GPAW 26.7.0 plane-wave PAW DFT for bcc tungsten (given cell 15.85 Å³/atom), without spin polarisation, spin-orbit coupling or a separate dispersion correction. All runs use a 600 eV cutoff, a 10 × 10 × 10 k mesh and Fermi-Dirac smearing of 0.05 eV. The equilibrium values are fitted to energies at seven volumes from 0.94 to 1.06 times that of the given cell.

```csv
functional,potentials,equilibrium volume (Å³/atom),equilibrium volume change (% of the given cell),bulk modulus (GPa),bulk modulus slope
LDA,GPAW-PAW-data-sets-(gpaw-data-1.2.1),15.388,-2.900,340.6,4.290
PBE,GPAW-PAW-data-sets-(gpaw-data-1.2.1),16.128,1.770,307.2,4.260
revPBE,GPAW-PAW-data-sets-(gpaw-data-1.2.1),16.284,2.750,299.7,4.260
BLYP,PAW-data-sets-made-by gpaw-setup-for-the-functional,16.650,5.060,278.9,4.260
AM05,PAW-data-sets-made-by gpaw-setup-for-the-functional,15.610,-1.500,330.9,4.280
PW91,PAW-data-sets-made-by gpaw-setup-for-the-functional,16.131,1.790,306.0,4.270
optB88-vdW,GPAW-PAW-data-sets-(gpaw-data-1.2.1),16.353,3.190,297.6,4.220
```

The yardstick for the volumes is the given cell, whose lattice lies close to the measured one of tungsten. The equilibrium volume is where each functional's energy has its minimum, and the volume change compares it with that cell. The bulk modulus is the resistance to uniform squeezing, taken at that minimum; its slope tells how fast this resistance grows with pressure.

**From LDA to PBE.** The first two rows lie on opposite sides of the given cell: LDA makes the volume 2.9 % too small, PBE 1.8 % too large. LDA treats every small region as a piece of uniform electron gas and binds atoms too strongly. PBE also takes account of how steeply the density varies, and it favours uneven densities. As atoms move apart, their outer densities overlap less, and the total density there is expected to vary more strongly relative to its own value, so the correction rewards expansion.

This reward acts like an extra outward pressure. The stresses of the same runs show it directly: PBE's pressure exceeds LDA's by 17 GPa in the most compressed cell and by 13 GPa in the most expanded one. How far such a push moves the lattice depends on the stiffness of the metal. In gold, a much softer metal of the same row of the periodic table, the step from LDA to PBE is known to expand the lattice more.

The step also lowers the bulk modulus, from 341 to 307 GPa. It is tempting to conclude that PBE makes weaker springs, and a short estimate tests this. If the bulk modulus $B$ rises linearly with pressure, at the tabulated slope $B_0'$, then it follows a power of the volume $V$ (the Murnaghan form), where $B_0$ and $V_0$ are the values at the minimum:

$$B(V)=B_0\left(\frac{V_0}{V}\right)^{B_0'}$$

PBE's curve, read at LDA's smaller volume, then gives

$$B = 307.2\ \text{GPa}\times\left(\frac{16.128}{15.388}\right)^{4.26}\approx 375\ \text{GPa}.$$

That is well above LDA's own 341 GPa, so at equal volume PBE is the stiffer of the two. The reason lies in the extra pressure, which fades as the cell expands. A pressure that falls on expansion and rises on compression resists both, and so adds stiffness. PBE's metal is softer at its minimum only because the minimum lies at a larger volume, and this effect outweighs the added stiffness about two to one.

**revPBE and BLYP.** revPBE strengthens the exchange correction where the density varies steeply, and the volume grows by about one more per cent of the given cell. For a lattice edge wanted to 1 % that is still acceptable, but with little to spare. revPBE improves on PBE chiefly in the binding energies of molecules, and in bulk tungsten it brings no gain in volume or bulk modulus.

BLYP is the one to avoid here. Its volume is 5.1 % too large and its bulk modulus, 279 GPa, is the lowest of the seven. Its correlation part was shaped on atoms and does not reproduce the uniform electron gas, which is a poor start for a metal whose outer electrons are spread through the crystal. The table cannot separate this from the effect of BLYP's exchange part, since both differ from PBE.

**AM05 and PW91.** AM05 was built for solids and their surfaces, and it gives the smallest volume error, 1.5 % on the small side. In the table its lead over PBE is slight. Zero-point motion and thermal expansion are missing, though, and both would enlarge every calculated volume somewhat. That should bring AM05 closer to the measured lattice and take PBE further from it. Spin-orbit coupling is missing as well, and these runs do not show its effect. The sign of the error may matter more to a user than its size: AM05's own lattice is slightly too small, PBE's slightly too large.

PW91 gives practically the same answer as PBE, with bulk moduli about 1 GPa apart. PBE was designed as a simpler form of PW91, so this is no surprise. The two rows also use atomic data sets from different sources, and a gap this small should not be read as a difference between functionals.

**optB88-vdW.** The last row contains non-local correlation, the part that describes dispersion forces, although no separate dispersion correction was added. Its volume is 3.2 % too large. This does not show that dispersion expands tungsten, because the exchange part differs from PBE as well and the atomic data set was not made for this functional. The natural use of such a functional is a molecule or a layered material resting on a metal; for the bulk metal alone it offers no advantage here.

**Stiffness across all rows.** In every pair of rows, the functional with the larger equilibrium volume has the smaller bulk modulus. When the formula brings all seven functionals to the given cell, the order turns round, apart from the near-equal pair PBE and PW91: LDA becomes the softest at 300 GPa and BLYP the stiffest at 344 GPa. The stresses of six rows agree with these values to within 1 GPa, and the energies of optB88-vdW confirm the seventh. This supports the formula, not the accuracy of any functional. The printed output below lists the values for each row.

**What this means for a choice.** For a lattice edge within 1 %, every functional except BLYP and optB88-vdW will do, though LDA and revPBE only just. The missing expansion should help LDA here and could take revPBE past the limit. For a volume within 2 %, the choice narrows to AM05, PBE and PW91, the last two with little to spare. For the bulk modulus, moving from PBE to LDA adds about 11 %, so the functional matters if 5 % is needed. A rough, recalled measured value near 310 GPa favours PBE and PW91, but only when each is used at its own minimum.

That condition matters in practice. If the cell is fixed at the given edges, PBE starts under a pressure of 5.6 GPa and its bulk modulus rises to 331 GPa; LDA starts under a tension of 9.4 GPa. Real stresses in tungsten films are of the order of a gigapascal, so this false starting stress could swamp the effect under study. The remedy is to let the functional find its own lattice first and to count strains from there.

Cost hardly separates the semi-local functionals. No run times are given, but LDA, PBE and their relatives need nearly the same work for the same plane waves and mesh of $k$ points. Non-local correlation adds a further calculation over the whole density at each step. For AM05, PW91 and BLYP the added effort was in preparation, since their data sets had to be generated. With a ready-made data set and a bulk modulus close to the measured one, PBE is the practical default for bulk tungsten. AM05 is worth its preparation where the volume matters most, and it is a useful second opinion because it errs on the other side.

The analysis program printed:

```
Each functional at the given cell and the effect of volume alone:
         row  lattice edge change %  pressure at given cell GPa  bulk modulus at given cell GPa  PBE curve at own volume GPa
         LDA                -0.9764                      -9.419                           300.2                        375.2
         PBE                 0.5861                       5.592                             331                        307.2
      revPBE                 0.9094                       8.629                           336.5                        294.9
        BLYP                   1.66                       15.33                           344.2                        268.2
        AM05                -0.5025                      -4.842                           310.2                          353
        PW91                 0.5924                       5.632                           330.1                          307
  optB88-vdW                  1.052                       9.988                           339.7                        289.6
Volume of the given cell, A^3/atom: 15.85
Volume step LDA to PBE, % of given cell: 4.67
Volume step AM05 to PBE, % of given cell: 3.27
Volume step PBE to revPBE, % of given cell: 0.98
Volume step PBE to BLYP, % of given cell: 3.29
Volume gap PW91 less PBE, A^3/atom: 0.003
Bulk modulus gap PBE less PW91, GPa: 1.2
Functionals within 2 % of the given volume, count: 3
Functionals within 3 % of the given volume, count: 5
Spread of bulk moduli at own volumes, GPa: 61.7
Spread of bulk moduli at the given cell, GPa: 44.01
Fall of bulk modulus LDA to PBE at own volumes, GPa: 33.4
Fall LDA to PBE expected from volume alone, GPa: 68.05
Rise of bulk modulus LDA to PBE at the given cell, GPa: 30.83
Extra pressure of PBE over LDA at 0.94 of given volume, GPa: 17.08
Extra pressure of PBE over LDA at 1.06 of given volume, GPa: 13.31
Largest gap between Murnaghan and stress bulk modulus at given cell, six rows, GPa: 0.9502
Bulk modulus of optB88-vdW at given cell from its energies, GPa: 339.9
```
